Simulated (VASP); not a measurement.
The system is CdF2.

```
CELL_PARAMETERS angstrom
0.00000 2.69400 2.69400
2.69400 0.00000 2.69400
2.69400 2.69400 0.00000
ATOMIC_POSITIONS crystal
Cd 0.00000 0.00000 0.00000
F 0.75000 0.75000 0.75000
F 0.25000 0.25000 0.25000
```

Base run:

```yaml
Program: VASP 6.6.1
Functional: TB-mBJ
Potentials_or_basis: VASP PAW PBE potentials, release 64 (Cd, F)
Cutoff: 520 eV
k_mesh: 10 × 10 × 10
Occupations: gaussian, width 0.02 eV
Spin: no spin polarisation
```

Its results: band gap on the k mesh 6.62 eV, indirect (least direct gap 7.03 eV).

**Question.** The run is repeated on the same cell with these changes: functional from TB-mBJ to r2SCAN. What comes out?

**Answer.** Band gap on the k mesh 3.76 eV, indirect (least direct gap 4.25 eV).

Not every run made on this cell is shown here.
